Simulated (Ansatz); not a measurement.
# 1T-SnSeTe monolayer in a perpendicular field, part 2 of 2

Wanted: the out-of-plane response of the 1T-SnSeTe monolayer. A positive field points along +c.

Ansatz 0.2.0; plane-wave DFT, PBE-D3(BJ), Ansatz PAW.

So far. Step 2 (Relaxing the slab): The lattice constant a goes from 3.827 to 3.936 Å.

### Step 3. Single point, field 0, start network

A sawtooth potential applies the field, turning back in the middle of the vacuum. With the dipole correction the typed value is the field outside the slab. The induced dipole is small, so the SCF threshold is tight.

The cell differs from the one that the last finished run ended in (c 36.171 → 21.422 Å).

The input, input.yaml:

```yaml
crystal:
  lattice:
    - [3.9360807196, 0.0, 0.0]
    - [-1.9680403598, 3.4087458945, 0.0]
    - [0.0, 0.0, 21.4224476299]
  atoms:
    - { symbol: Te, position: [0.6666666667, 0.3333333333, 0.4201200608] }
    - { symbol: Sn, position: [0.0, 0.0, 0.5068123048] }
    - { symbol: Se, position: [0.3333333333, 0.6666666667, 0.5798799392] }
kpoints:
  mp_grid: { grid: [12, 12, 1] }
  band_path:
    path: [[0, 0, 0], [0.5, 0, 0], [0.33333333, 0.33333333, 0], [0, 0, 0]]
    npoints: 16
hamiltonian:
  xc: pbe
  dispersion: d3bj
scf:
  occupations: { method: fermi_dirac, width: 0.02585 }
  convergence: { dr2_threshold: 1.0e-10 }
efield:
  axis: 3
  dipole_correction: true
  ramp_position: 0.97
  ramp_width: 0.06
  amplitude: 0
output:
  dos: { projected: true, e_range: [-6, 5] }
  write_potential: true
  write_density: true
  volumetric_format: npy
  elf: true
```

Command:

```sh
$ ansatz run input.yaml --threads 2 --pin off --max-ram 3072MiB --backend cpu --events-out ev --progress --plain --runs-dir out
```

Numbers of over 12 decimals in the logs are rounded to 6 here.

What it wrote:

```text
[...]
Crystal: 3 atoms, lattice volume = 287.427 Å³
Basis set: ecut = 420 eV, 5711 PW (Γ)
Bands: 28, of which v1, the nominal top of the filled ones, is band 23 counted from 1 (22 counted from 0)
Symmetry: 6 space group operations
[...]
k-points: 19 of 144 (time reversal used)
[...]
SCF iter   1: F=—  HF=-18474.592742 eV  |F-HF|=—  |Δ(HF+E_count)|=         —  Δρ=1.97e-3  dr2=1.02e-1  ethr=1.77e-3  p=-0.051 e·Å  D=-3.23e-2 V/Å  ΔV_dip=0.69 eV  dr2_dipole=2.59e-2  V_vac-E_F(+/−)=5.43/4.74 eV  ⟨swp⟩=9.9  Hψ=2852  notcnv=0
efield: sawtooth ramp at fractional position 0.9700 (set: `efield.ramp_position`, or a place that a band, a saddle search or an elastic batch's reference lends), width 0.0600; the density the first Hamiltonian is built on has a dipole p = -0.051 e·Å; the dipole correction subtracts the counter field D = -3.23e-2 V/Å, which shifts the + side's vacuum level by +0.69 eV against the − side's; the planar-averaged density in the ramp window peaks in size at 4.7e-6 e/Å³
[...]
SCF iter   2: F=—  HF=-18474.587111 eV  |F-HF|=—  |Δ(HF+E_count)|=   5.63e-3  Δρ=9.38e-4  dr2=7.74e-3  ethr=2.22e-4  p=-0.022 e·Å  D=-1.37e-2 V/Å  ΔV_dip=0.29 eV  dr2_dipole=4.22e-4  V_vac-E_F(+/−)=5.32/5.03 eV  ⟨swp⟩=3.0  Hψ=843  notcnv=0  defer=11
[...]
SCF iter  10: F=-18474.585226 eV  HF=-18474.585226 eV  |F-HF|=1.46e-11  |Δ(HF+E_count)|=  1.71e-10  Δρ=4.36e-8  dr2=5.89e-12  ethr=1.00e-12  p=-0.027 e·Å  D=-1.72e-2 V/Å  ΔV_dip=0.37 eV  dr2_dipole=3.92e-14  V_vac-E_F(+/−)=5.31/4.94 eV  ⟨swp⟩=7.8  Hψ=1539  notcnv=0
SCF 1 converged in 10 iterations: F = -18474.585226 eV  dr2 = 5.89e-12
[...]
NSCF: frozen V_eff on 49 k-points
efield: sawtooth ramp at fractional position 0.9700 (kept from the solve that this one continues, or follows in the run), width 0.0600; the density the first Hamiltonian is built on has a dipole p = -0.027 e·Å; the dipole correction subtracts the counter field D = -1.72e-2 V/Å, which shifts the + side's vacuum level by +0.37 eV against the − side's; the planar-averaged density in the ramp window peaks in size at 2.9e-6 e/Å³
WARN: The output density's exchange-correlation potential varies sharply where the density is thin. Do not read a vacuum level from v_tot or v_xc, or from such a field of the output density. On a cell that repeats whose density bears no net charge and no dipole along the vacuum's axis use v_es (v_loc + v_h of the components); under efield.dipole_correction with no amplitude use v_es + v_field, which holds any externa [...]
SCF converged after 10 iterations
Free energy (F): -18474.585226 eV
[...]
Internal energy: -18474.583296 eV  (E = F + TS)
E sigma→0 (E₀):  -18474.584261 eV
Entropy (-TS):   -0.001930 eV (-0.643 meV/atom)
Fermi energy:    -0.955714 eV
Dipole field:    D = -0.017169 V/Å  (p = -0.027272 e·Å, saw-weighted, corrected)
Work function:   Φ+ = 5.3063 eV   Φ− = 4.9385 eV
Levels:          The Fermi level and band energies are counted from a zero that moves with the ramp; work functions are not
[...]
--- Band table (eV; the first three rows and the last of 19) ---
  k-point 0: bands = [... 19 lower, -2.1457, -2.1457, -0.8243, -0.8243, -0.2273, 1.8640, 2.6760, 2.6760, ... 1 higher]
  k-point 1: bands = [... 19 lower, -2.6606, -2.2811, -1.3958, -0.8781, 0.1729, 2.1525, 2.6507, 2.8310, ... 1 higher]
  k-point 2: bands = [... 19 lower, -2.7341, -2.6041, -2.2936, -1.0270, 0.4139, 2.0625, 3.1795, 3.3052, ... 1 higher]
  k-point 18: bands = [... 19 lower, -4.8833, -4.7098, -2.5369, -2.2421, -0.2675, 2.8633, 3.3799, 4.1974, ... 1 higher]
```

It took 17 s on 2 threads of Arm Neoverse V1, shared host; peak memory 0.6 GiB; 34 s of CPU time.

This step gave:

```yaml
energy_at_zero_smearing: -18474.5843 eV
work_function_upper_face: 5.306 eV
work_function_lower_face: 4.938 eV
dipole_along_the_normal: -0.02727 e·Å
step_between_the_vacuum_levels: 0.3678 eV
```

Running mean over a fixed 2.5 Å (it still follows the layers) of the planar mean; the ramp of the sawtooth is left out. Electron's electrostatic potential energy less the Fermi level against z:

```csv
z (Å),electron's electrostatic potential energy less the Fermi level (eV)
3.0,4.94
3.5,4.94
4.0,4.94
4.5,4.94
5.0,4.93
5.5,4.92
6.0,4.88
6.5,4.70
7.0,3.98
7.5,2.81
8.0,1.97
8.5,0.578
9.0,-0.869
9.5,-1.64
10.0,-1.77
10.5,-2.69
11.0,-2.95
11.5,-2.74
12.0,-2.28
12.5,-1.27
13.0,0.482
13.5,2.21
14.0,3.70
14.5,4.82
15.0,5.20
15.5,5.28
16.0,5.30
16.5,5.30
17.0,5.31
17.5,5.31
18.0,5.31
```

The density of states has structure finer than the step of the table below, so its rows give means over 0.2 eV, whole bins alone (the curve runs from -6 to 1.99 eV). Peaks (eV: height): -2.91: 5.41, -1.84: 3.25, -1.64: 4.66, -1.34: 14.8, -1.23: 4.32, 0.73: 5.01, 1.36: 3.04.

Table of density of states by energy, zero at the Fermi level; means over each step:

```csv
energy (eV),density of states (states/eV a cell)
-5.0,0
-4.8,0.314
-4.6,1.48
-4.4,1.86
-4.2,1.86
-4.0,0.865
-3.8,1.53
-3.6,1.53
-3.4,1.89
-3.2,2.11
-3.0,3.31
-2.8,2.94
-2.6,2.43
-2.4,1.73
-2.2,1.48
-2.0,1.31
-1.8,2.69
-1.6,3.20
-1.4,5.92
-1.2,2.32
-1.0,2.42
-0.8,2.15
-0.6,1.85
-0.4,1.18
-0.2,0.877
0.0,1.26
0.2,0.894
0.4,0.952
0.6,1.49
0.8,2.20
1.0,1.46
1.2,1.30
1.4,1.22
1.6,0
```

Projected DOS per atom over height of the atomic layer and energy from the Fermi level. Layers: Te Sn Se from below.

Ten even steps from '0' (0.00 states/eV) to '9' (2.17 states/eV), each cell a mean:
```
000
111
122
322
111
201
301
602
604
919
415
113
224
436
223
122
112
232
111
000
000
000
```
Columns: height of the atomic layer (Å) from 9 to 12.4 (not evenly spaced); rows upwards: energy from the Fermi level (eV) from -5.96 to 1.96.

Electronic bands along the path, in eV, zero at the Fermi level:

```csv
point,band 20,band 21,band 22,band 23,band 24,band 25,band 26,band 27
Γ,-1.19,-1.19,0.13,0.13,0.73,2.82,3.63,3.63
halfway,-2.34,-2.02,-1.46,-0.27,0.93,3.22,4.44,4.49
M,-2.87,-2.60,-1.36,-0.62,-0.17,3.26,4.02,4.48
halfway,-3.47,-3.02,-1.43,-1.26,0.56,3.95,4.22,4.43
K,-3.93,-3.75,-1.58,-1.29,0.69,3.82,4.34,5.15
halfway,-3.22,-2.01,-1.44,-0.88,1.30,3.67,3.96,4.74
Γ,-1.19,-1.19,0.13,0.13,0.73,2.82,3.63,3.63
```

Electrostatic potential energy in the ca plane at fractional y = 0.000, with atoms of Sn within 0.2 Å of it. With pseudopotentials it is smooth inside the atoms' cores, unlike the true potential.

Ten even steps from '0' (-14 eV) to '9' (4 eV), each cell a mean:
```
99999999999999999999861299404899999999999999
99999999999999999998873011026899999999999999
99999999999999999887776422467889999999999999
99999999999999999875567777777778999999999999
99999999999999999763357888876668999999999999
99999999999999999864467888876678999999999999
99999999999999999876677655677789999999999999
99999999999999999988875100147889999999999999
99999999999999999998862056115899999999999999
99999999999999999999850499604799999999999999
```
Columns run along c (16.0 Å, from fractional 0.09 to 0.84 of the cell; values clipped at the 3rd and 97th percentile), rows up along a (3.9 Å). Atoms in or near the plane, at fractional coordinates: Sn at (0.51, 0.00).

ELF in the ca plane at fractional y = 0.000, with atoms of Sn within 0.2 Å of it. It is the smooth field of the valence electrons, not physical close to the nuclei.

Ten even steps from '0' (0.00) to '9' (0.72), each cell a mean:
```
00000000000000013320013320000000000000000000
00000000000112334433233432100000000000000000
00000000002457777643345666531000000000000000
00000000024799888753346899864200000000000000
00000000125899878742147899985310000000000000
00000000025899888742247899975210000000000000
00000000013578888753346788753100000000000000
00000000001234555543334544310000000000000000
00000000000001123431123321000000000000000000
00000000000000013320013320000000000000000000
```
Columns run along c (16.0 Å, from fractional 0.17 to 0.92 of the cell), rows up along a (3.9 Å). Atoms in or near the plane, at fractional coordinates: Sn at (0.51, 0.00).

Valence density in the ca plane at fractional y = 0.000, with atoms of Sn within 0.2 Å of it. It is the smooth field of the valence electrons, not physical close to the nuclei.

Ten steps, logarithmic in the rise over the least value, from '0' (0 e/Å³) to '9' (13 e/Å³), each cell a mean:
```
00000000000000000000113689742100000000000000
00000000000000000001112456421100000000000000
00000000000000000011122222221110000000000000
00000000000000000112221111122211000000000000
00000000000000000122221111122221000000000000
00000000000000000122221111122221000000000000
00000000000000000112222122222211000000000000
00000000000000000011112344321110000000000000
00000000000000000000113577631100000000000000
00000000000000000000113799742100000000000000
```
Columns run along c (16.0 Å, from fractional 0.09 to 0.84 of the cell), rows up along a (3.9 Å). Atoms in or near the plane, at fractional coordinates: Sn at (0.51, 0.00).

The work function of the upper face is 5.31 eV.

### Step 4. Atoms held, field 0.1 V/Å

input.yaml: that of step 3 with these lines changed.

```diff
@@ -23,7 +23,6 @@
   dipole_correction: true
-  ramp_position: 0.97
-  ramp_width: 0.06
-  amplitude: 0
+  ramp_position: 0.9487
+  ramp_width: 0.0943
+  amplitude: 0.1
 output:
-  dos: { projected: true, e_range: [-6, 5] }
   write_potential: true
@@ -31,2 +30 @@
   volumetric_format: npy
-  elf: true
```

What it wrote:

```text
[...]
Crystal: 3 atoms, lattice volume = 287.427 Å³
Basis set: ecut = 420 eV, 5711 PW (Γ)
Bands: 28, of which v1, the nominal top of the filled ones, is band 23 counted from 1 (22 counted from 0)
Symmetry: 6 space group operations
[...]
k-points: 19 of 144 (time reversal used)
[...]
k-point 0: bands = [... 19 lower, -2.1413, -2.1413, -0.8303, -0.8303, -0.2253, 1.8535, 2.6748, 2.6748, ... 1 higher]
  k-point 1: bands = [... 19 lower, -2.6540, -2.2772, -1.4016, -0.8837, 0.1738, 2.1476, 2.6323, 2.8297, ... 1 higher]
  k-point 2: bands = [... 19 lower, -2.7349, -2.6010, -2.2978, -1.0317, 0.4130, 2.0577, 3.1781, 3.2576, ... 1 higher]
  k-point 18: bands = [... 19 lower, -4.8842, -4.7107, -2.5340, -2.2492, -0.2701, 2.8583, 3.3774, 4.1895, ... 1 higher]
[key lines of the parts left out:]
SCF converged after 11 iterations
Free energy (F): -18474.584645 eV
Fermi energy:    -0.958568 eV
Dipole field:    D = 0.009847 V/Å  (p = 0.015641 e·Å, saw-weighted, corrected)
```

It took 18 s on 2 threads; peak memory 0.55 GiB.

The dipole is 0.0156 e·Å, 0.0429 e·Å from its value without field.

### Step 5. Single point, field -0.1 V/Å

input.yaml: that of step 4 with these lines changed.

```diff
@@ -25,3 +25,3 @@
   ramp_width: 0.0943
-  amplitude: 0.1
+  amplitude: -0.1
 output:
```

What it wrote:

```text
[...]
Crystal: 3 atoms, lattice volume = 287.427 Å³
Basis set: ecut = 420 eV, 5711 PW (Γ)
Bands: 28, of which v1, the nominal top of the filled ones, is band 23 counted from 1 (22 counted from 0)
Symmetry: 6 space group operations
[...]
k-points: 19 of 144 (time reversal used)
[...]
k-point 0: bands = [... 19 lower, -2.1482, -2.1482, -0.8163, -0.8163, -0.2276, 1.8753, 2.6792, 2.6792, ... 1 higher]
  k-point 1: bands = [... 19 lower, -2.6651, -2.2831, -1.3880, -0.8706, 0.1735, 2.1581, 2.6648, 2.8342, ... 1 higher]
  k-point 2: bands = [... 19 lower, -2.7315, -2.6052, -2.2873, -1.0204, 0.4166, 2.0668, 3.1829, 3.3328, ... 1 higher]
  k-point 18: bands = [... 19 lower, -4.8805, -4.7069, -2.5377, -2.2330, -0.2631, 2.8699, 3.3840, 4.2067, ... 1 higher]
[key lines of the parts left out:]
SCF converged after 11 iterations
Free energy (F): -18474.590098 eV
Fermi energy:    -0.950841 eV
Dipole field:    D = -0.044172 V/Å  (p = -0.070163 e·Å, saw-weighted, corrected)
```

Run time: 18 s. Hardware: 2 threads; peak memory 0.55 GiB; 35 s of CPU time.

The dipole is -0.0702 e·Å, -0.0429 e·Å from its value without field.

### Step 6. Response, atoms held

This step: plane-wave DFT, PBE-D3(BJ), Ansatz PAW; response to a field along the normal, atoms held (Ansatz 0.2.0).

The dipoles give the slope, and the difference of two potentials shows where the field is screened.

Numbers from this step:

```
equivalent conductor thickness p/(ε₀AE) : 5.786 Å
distance between the outer atoms        : 3.422 Å
```

Dipole of the cell against applied field:

```csv
applied field (V/Å),dipole of the cell (e·Å)
-0.1000,-0.0702
0.0000,-0.0273
0.1000,0.0156
```

Local field over the applied field, running mean. From the potentials at -0.1 and 0.1 V/Å; running mean over 2.5 Å. Table of local field over applied field by z:

```csv
z (Å),local field over applied field
4.5,0.997
5.0,0.992
5.5,0.979
6.0,0.944
6.5,0.868
7.0,0.736
7.5,0.567
8.0,0.389
8.5,0.221
9.0,0.0958
9.5,0.0411
10.0,0.0293
10.5,0.0255
11.0,0.0318
11.5,0.0517
12.0,0.0865
12.5,0.173
13.0,0.322
13.5,0.499
14.0,0.675
14.5,0.825
15.0,0.924
15.5,0.971
16.0,0.990
16.5,0.997
17.0,0.999
```

Electrons, planar mean, per unit field. The induced electron density by z:

```csv
z (Å),induced electron density (e/Å³ per V/Å)
4.5,1.1e-5
5.0,3.4e-5
5.5,9.9e-5
6.0,2.8e-4
6.5,7.1e-4
7.0,0.00163
7.5,0.00300
8.0,0.00318
8.5,0.00125
9.0,7.4e-4
9.5,5.3e-4
10.0,-6.9e-4
10.5,-6.8e-4
11.0,3.6e-4
11.5,6.5e-4
12.0,-5.5e-4
12.5,-1.0e-3
13.0,-0.00236
13.5,-0.00345
14.0,-0.00220
14.5,-9.8e-4
15.0,-3.8e-4
15.5,-1.4e-4
16.0,-4.5e-5
16.5,-1.4e-5
17.0,-4.4e-6
```

By hand: between -0.1 and 0.1 V/Å the dipole changes by 0.08580 e·Å, a slope of 0.4290 e·Å²/V. A perfect conductor of thickness t has p = ε₀AEt, so t = 180.95 × 0.4290 / 13.417 = 5.79 Å (e/ε₀ = 180.95 V·Å, A in Å²).

The induced dipole is that of a conductor 5.79 Å thick.

### Step 7. What came out

| Property | Result |
| --- | --- |
| gap without field | none |
| work function, upper face | 5.31 eV |
| step between the vacuum levels | 0.368 eV |
| equivalent conductor thickness, atoms held | 5.79 Å |

**Reading.** The induced dipole equals that of a perfect conductor 5.79 Å thick, while the outer atoms lie 3.42 Å apart. The two faces differ: the vacuum level above lies 0.37 eV higher than the one below. There is no gap over 0.03 eV, with or without the field. Spin-orbit coupling is left out, which matters for the bands of elements this heavy.

[Logs are printed without paths, hosts, clocks, repeated set-up lines and the standing remarks that a program may print on its own settings, such as how far it seeks lower states.]

[Hosts, paths, dates, database ids (printed as entryN), source tags and the programs' standing remarks are cut or masked in the printed files.]

[Maps of the electrostatic potential energy from Ansatz leave out the sawtooth potential of an applied field or a dipole correction, so their vacuum need not be flat; planar profiles and work functions include it.]

[The density of states shown here was stored with 400 of the rows of the run's finer table, so its peaks can read low, often by over a quarter, or be missed, and its means over a window can be off by a tenth or more.]
